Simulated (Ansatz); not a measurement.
## Field gradients at the nuclei in InSb under strain

The cell is a structure deposited in the COD, relaxed with PBE at fixed cell and then changed (z compressed by 2 %, ions relaxed).

```
CELL_PARAMETERS angstrom
5.35700 0.00000 0.00000
0.00000 5.71200 0.00000
0.00000 0.00000 3.00174
ATOMIC_POSITIONS crystal
In 0.00000 0.00000 0.17224
In 0.50000 0.50000 0.82776
Sb 0.50000 0.00000 0.71496
Sb 0.00000 0.50000 0.28504
```

Sites (sets of like atoms) are named by element and the number of their first atom in this list.

The numbers come from a DFT calculation in Ansatz (PBE, plane waves and PAW, scalar-relativistic, 420 eV cutoff, Γ-centred 9×8×15 k-points, Fermi–Dirac smearing 0.05 eV).

V_zz is the principal component of the electric field gradient with the largest magnitude, η = (V_xx − V_yy)/V_zz and C_Q = eQV_zz/h.

In-115: I = 9/2, Q = 772.0 mb; ¹²³Sb: I = 7/2, Q = -692.0 mb. Quadrupole moments are those of Pyykkö's year-2017 table.

Task: Give the quadrupolar parameters of the distinct sites.

Result: 

```csv
site,atoms (order as listed),first shell,V_zz (10²¹ V/m²),η,C_Q (MHz)
In,"1, 2","6 Sb at 2.88–3.14 Å, 2 In at 3.00 Å",-5.10,0.60,-95.2
Sb,"3, 4","6 In at 2.88–3.14 Å, 2 Sb at 3.00 Å; also 2 In at 3.91 Å",-12.25,0.95,205
```

With no gap above 0.1 eV, as in a metal, the gradients converge slowly in k; expect changes of a tenth or more on a denser mesh. Without spin–orbit coupling (the program notes it for In and Sb) the gradients can shift somewhat, as the gap is small. With these PAW files V_zz is typically within 2 to 3 % of all-electron values, but misses above 10 % occur on Sb. At this changed cell the PBE pressure is 16 GPa. Where η is near 1 the sign of V_zz means little.

The relaxation (2 steps) took 63 s of wall time (63 s of CPU time) and 0.89 GiB at its peak, on 1 thread of Intel Xeon Platinum 8259CL CPU @ 2.50GHz (Skylake/Cascade Lake) (x86_64; 16 cores open to the job, memory cap 3.0 GiB, no GPU), a shared host with a load of 0.4 a core.
